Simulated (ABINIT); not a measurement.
# Quasiparticle gap of BeTe (F-43m) in ABINIT, part 3 of 3

Aim: the G0W0 gap of BeTe (F-43m) on PBE, step by step.

ABINIT 10.8.3; PBE and many-body steps on it, plane waves. Known limits of the many-body steps: not at the basis limit; no spin-orbit coupling; coarse k mesh.

So far. Step 4 (Empty states on the mesh, 4×4×4 mesh, 95 bands): On this mesh the gap is 2.027 eV. Step 5 (Screening, 4×4×4 mesh, 87 bands, screening to 136.1 eV): Local fields lower ε∞ by 13 %. On a Γ-centred mesh this coarse the value itself is usually too large, while a short band sum pulls it down.

## (6) Self-energy, 4×4×4 mesh, 87 bands, screening to 136.1 eV

The self-energy is evaluated for the states that the input lists, and the levels follow from it, in one-shot runs by the linearised quasiparticle equation.

This step: G0W0 on PBE, plane waves, norm-conserving pseudopotentials.

run.abi

```
acell 3*1.0 Angstrom
rprim 
  -0.000000000000 2.831458787600 2.831458787600
  2.831458787600 0.000000000000 2.831458787600
  2.831458787600 2.831458787600 0.000000000000
ntypat 2
znucl 4 52
natom 2
typat 1 2
xred 
  0.000000000000 0.000000000000 0.000000000000
  0.750000000000 0.750000000000 0.750000000000
pp_dirpath "pseudos"
pseudos "Be.upf, Te.upf"
ecut 49
ngkpt 4 4 4
nshiftk 1
shiftk 0 0 0
kptopt 1
chksymbreak 0
istwfk *1
occopt 1
irdwfk 1
optdriver 4
nband 87
gwcalctyp 0
ecutsigx 49
symsigma 1
nkptgw 2
kptgw 
  0.0000000000 0.0000000000 0.0000000000
  0.5000000000 0.5000000000 0.0000000000
bdgw 
  12 17
  13 16
ecuteps 5
irdscr 1
ppmodel 1
indata_prefix "in"
outdata_prefix "out"
tmpdata_prefix "tmp"
```

Run with:

```
> OMP_NUM_THREADS=1 mpirun -n 8 abinit run.abi > log
```

Numbers of over 12 decimals in the logs are rounded to 6 here.

The program printed:

```text
.Version 10.8.3 of ABINIT. v10.8.2 released Aug 2026.

 Symmetries : space group F-4 3 m (#216); Bravais cF (face-center cubic)
[... echo of the input left out ...]
== DATASET  1 ==================================================================
-   mpi_nproc: 8, omp_nthreads: 1 (-1 if OMP is not activated)

--- !DatasetInfo
iteration_state: {dtset: 1, }
dimensions: {natom: 2, nkpt: 8, mband: 87, nsppol: 1, nspinor: 1, nspden: 1, mpw: 5044, }
cutoff_energies: {ecut:  49.0, pawecutdg:  -1.0, }
electrons: {nelect:   2.80000000E+01, charge:   0.00000000E+00, occopt:   1.00000000E+00, tsmear:   1.00000000E-02, }

 SIGMA: Calculation of the GW corrections

 Based on a program developped by R.W. Godby, V. Olevano, G. Onida, and L. Reining.
 Incorporated in ABINIT by V. Olevano, G.-M. Rignanese, and M. Torrent.
.Using double precision arithmetic ; gwpc =  8

[... cell and pseudopotentials left out ...]
--------------------------------------------------------------------------------

 ==== K-mesh for the wavefunctions ====
 Number of points in the irreducible wedge :     8
[... list of points left out ...]
 Together with 24 symmetry operations and time-reversal symmetry
 yields    64 points in the full Brillouin Zone.

 ==== Q-mesh for screening function ====
 Number of points in the irreducible wedge :     8
[... list of points left out ...]
 Together with 24 symmetry operations and time-reversal symmetry
 yields    64 points in the full Brillouin Zone.

 vcoul_init : cutoff-mode = AUXILIARY_FUNCTION
 q-points for optical limit:   1
     1)      0.000010    0.000020    0.000030
 setmesh: FFT mesh size selected  =    48x   48x   48
          total number of points  =       110592

 Number of electrons calculated from density =   28.0000; Expected =   28.0000
 average of density, n =  0.091390
 r_s =    1.3772
 omega_plasma =   29.1612 [eV]

 === KS Band Gaps ===
  >>>> For spin  1
   Minimum direct gap =   3.6438 [eV], located at k-point      :   0.0000  0.0000  0.0000
   Fundamental gap    =   2.0272 [eV], Top of valence bands at :   0.0000  0.0000  0.0000
                                       Bottom of conduction at :   0.5000  0.5000  0.0000
 SIGMA fundamental parameters:
 PLASMON POLE MODEL  1
 number of plane-waves for SigmaX                 5029
 number of plane-waves for SigmaC and W            169
 number of plane-waves for wavefunctions          5029
 number of bands                                    87
 number of independent spin polarizations            1
 number of spinorial components                      1
 number of k-points in IBZ                           8
 number of q-points in IBZ                           8
 number of symmetry operations                      24
 number of k-points in BZ                           64
 number of q-points in BZ                           64
 number of frequencies for dSigma/dE                 9
 frequency step for dSigma/dE [eV]                0.25
 number of omega for Sigma on real axis              0
 max omega for Sigma on real axis  [eV]           0.00
 zcut for avoiding poles [eV]                     0.10

 EPSILON^-1 parameters (SCR file):
 dimension of the eps^-1 matrix on file            169
 dimension of the eps^-1 matrix used               169
 number of plane-waves for wavefunctions          5029
 number of bands                                    87
 number of q-points in IBZ                           8
 number of frequencies                               2
 number of real frequencies                          1
 number of imag frequencies                          1

 matrix elements of self-energy operator (all in [eV])

 Perturbative Calculation

--- !SelfEnergy_ee
iteration_state: {dtset: 1, }
kpoint     : [   0.000,    0.000,    0.000, ]
spin       : 1
KS_gap     :    3.644
QP_gap     :    4.630
Delta_QP_KS:    0.987
data: !SigmaeeData |
     Band     E0 <VxcDFT>   SigX SigC(E0)      Z dSigC/dE  Sig(E)    E-E0       E
       12   5.603 -13.365 -15.205   1.117   0.805  -0.242 -13.947  -0.582   5.021
       13   5.603 -13.365 -15.205   1.117   0.805  -0.242 -13.947  -0.582   5.021
       14   5.603 -13.365 -15.205   1.117   0.805  -0.242 -13.947  -0.582   5.021
       15   9.247 -10.410  -5.838  -4.069   0.804  -0.244 -10.006   0.405   9.651
       16   9.247 -10.410  -5.838  -4.069   0.804  -0.244 -10.006   0.405   9.651
       17   9.247 -10.410  -5.838  -4.069   0.804  -0.244 -10.006   0.405   9.651

--- !SelfEnergy_ee
iteration_state: {dtset: 1, }
kpoint     : [   0.500,    0.500,    0.000, ]
spin       : 1
KS_gap     :    4.605
QP_gap     :    5.525
Delta_QP_KS:    0.920
data: !SigmaeeData |
     Band     E0 <VxcDFT>   SigX SigC(E0)      Z dSigC/dE  Sig(E)    E-E0       E
       13   3.025 -11.868 -14.670   1.795   0.791  -0.264 -12.665  -0.797   2.228
       14   3.025 -11.868 -14.670   1.795   0.791  -0.264 -12.665  -0.797   2.228
       15   7.630  -8.950  -5.056  -3.743   0.818  -0.223  -8.826   0.124   7.754
       16   8.313  -9.805  -5.781  -3.768   0.812  -0.232  -9.597   0.209   8.521

== END DATASET(S) ==============================================================
================================================================================

 -outvars: echo values of variables after computation  --------
           etotal      0.0000000000E+00
            nband          87
             nkpt           8
          spgroup         216
 [... the other variables as echoed above ...]

 Calculation completed.
```

The job ended after 4.9 s (8 MPI ranks of Arm Neoverse V1, shared host; peak memory 1.3 GiB).

Numbers from this step:

```yaml
g0w0_gap_on_the_points_computed: 2.733 eV
starting_gap_on_the_mesh: 2.027 eV
k_of_the_valence_top: 0, 0, 0
k_of_the_conduction_bottom: 0.5, 0.5, 0
z_at_the_valence_top: 0.805
z_at_the_conduction_bottom: 0.818
least_direct_g0w0_gap_on_the_computed_points: 4.63 eV
```

The gap on the mesh goes from 2.03 eV to 2.73 eV, a correction of +0.71 eV.

Limits: finite bands, cutoff and mesh; no spin-orbit coupling; coarse k mesh. v1 is the top filled band, c1 the lowest empty one. The levels before and after the correction (eV, zero at the valence-band top of each column):

```csv
,conduction bottom,valence top
Kohn-Sham,2.03,0.00
G0W0,2.73,0.00
```

```csv
,level,energy (eV)
Kohn-Sham,Γ v3-v1,0.000
Kohn-Sham,Γ c1-c3,3.644
Kohn-Sham,(0.5 0.5 0) v2-v1,-2.578
Kohn-Sham,(0.5 0.5 0) c1,2.027
Kohn-Sham,(0.5 0.5 0) c2,2.710
G0W0,Γ v3-v1,0.000
G0W0,Γ c1-c3,4.630
G0W0,(0.5 0.5 0) v2-v1,-2.793
G0W0,(0.5 0.5 0) c1,2.733
G0W0,(0.5 0.5 0) c2,3.500
```

## (7) Where the time went

Times are wall times on 8 MPI ranks of Arm Neoverse V1, shared host, good to a factor of about two.

```csv
step,time,share,memory (GiB)
ground state,11 s,17 %,0.71
bands along the symmetry lines,13 s,21 %,0.59
empty states on the mesh,18 s,28 %,0.61
screening,17 s,27 %,1.5
self-energy,4.9 s,8 %,1.3
```

## (8) Summary of results

| Quantity | Value |
| --- | --- |
| PBE gap | 2.03 eV, indirect |
| G0W0 gap on the mesh | 2.73 eV |
| GW settings | 4×4×4 mesh, 87 bands, screening to 136.1 eV, Godby-Needs plasmon pole |
| known limits | not at the basis limit; no spin-orbit coupling; coarse k mesh |

In words: G0W0 moves the gap on the mesh from 2.03 eV to 2.73 eV (+0.71 eV), with Z of 0.81 and 0.82 at the edges. Local fields lower the RPA ε∞ on this mesh from 10.32 to 8.99; a Γ-centred mesh this coarse tends to raise both, most where the direct gap is narrow, while a short band sum lowers them. Only 2 of the mesh's irreducible points were corrected, so a valley elsewhere could overtake. Against experiment, by G0W0@PBE: the gap of 2.73 eV lies +0.03 eV from the measured 2.7 eV (indirect, quoted 1997); the gap of 2.73 eV lies −0.07 eV from the measured 2.8 eV (indirect, quoted 1997). The calculation has static nuclei and no excitons; a measured gap holds zero-point and thermal motion, which mostly lowers it. With atoms this heavy the missing spin-orbit coupling can matter too. Bands and cutoff are finite, so the gap is not at the basis limit. The miss can reach some tenths of an eV and take either sign; the mesh is an error of its own. In the G0W0 run levels were corrected at 2 k points alone, so a gap called «on the mesh» is the least over those, and an edge elsewhere would be missed. The 4×4×4 mesh is coarse for this cell, which bears on the long-range parts of exchange and screening.

[Paths, hosts, dates, memory and timing lines, banners, echoed tables and standing remarks are left out of the program output.]

[Logs are printed without paths, hosts, clocks, repeated set-up lines and the standing remarks that a program may print on its own settings, such as how far it seeks lower states.]

[Runs of the session that timed out or met a known fault of the program may be left out.]

[Hosts, paths, dates, database ids (printed as entryN), source tags and the programs' standing remarks are cut or masked in the printed files.]

[G0W0 gaps are taken among the corrected bands and points alone; a level outside them can change the order at an edge.]

[Where Ansatz stands beside ABINIT at settings called matched, ABINIT's density can come from a denser mesh and the files from another edition; pairs whose starting gaps differed by over 0.03 eV were left out, so agreement reads better than it is.]
